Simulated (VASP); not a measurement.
Write the native input for VASP 6.6.1 that does the following.

| Property | Result |
| --- | --- |
| Task | relaxation of cell and atoms |
| Functional | PBEsol |
| Potentials or basis | VASP PAW PBE potentials, release 64 (Te) |
| Cutoff | 600 eV |
| k mesh | 9 × 9 × 6 |
| Occupations | gaussian, width 0.1 eV |
| Spin | no spin polarisation |
| Further INCAR settings | ALGO = Normal; EDIFF = 1e-07; IBRION = 2; EDIFFG = -0.005; NSW = 90; ISIF = 3 |

The structure of Te lies in POSCAR:

```
Te
1.0
    4.6013525200      0.0000000000      0.0000000000
   -2.3006762600      3.9848881700      0.0000000000
    0.0000000000      0.0000000000      5.9000620000
Te
3
Direct
    0.2566971700      0.0000000000      0.3333333300
    0.0000000000      0.2566971700      0.6666666700
    0.7433028300      0.7433028300      0.0000000000
```

One way to write it, as run:

INCAR

```
PREC = Accurate
ENCUT = 600
EDIFF = 1E-7
ISMEAR = 0
SIGMA = 0.1
LREAL = F
LASPH = T
NELM = 100
ALGO = Normal
ISIF = 3
LWAVE = F
LCHARG = F
GGA = PS
IBRION = 2
NSW = 90
EDIFFG = -0.005
```

KPOINTS

```
Automatic mesh
0
Gamma
  9 9 6
```

Potentials or basis: VASP PAW PBE potentials, release 64 (Te).

Launch:

```console
$ cat potpaw_PBE.64/Te/POTCAR > POTCAR
$ mpirun -np 1 vasp_std > vasp.out
```

It gave:

```json
{
  "Relaxed volume": "32.02 Å³/atom",
  "Relaxed cell": "a = 4.312 Å, b = 4.312 Å, c = 5.966 Å, α = 90.00°, β = 90.00°, γ = 120.00°",
  "Space group after relaxing (to 0.05 Å)": "P3_121 (No. 152)",
  "Energy gained by relaxing": "38.2 meV/atom",
  "Ionic steps": "15",
  "Pressure after relaxing": "0.0 GPa",
  "Band gap on the k mesh": "none (metal or under the smearing width)"
}
```

Caveat: the PAW data sets were made with another functional, which shifts forces and pressure a little.

Wall time 6.5 min on 1 thread of Intel(R) Xeon(R) 6975P-C (Granite Rapids) (shared host), peak memory 0.34 GiB.
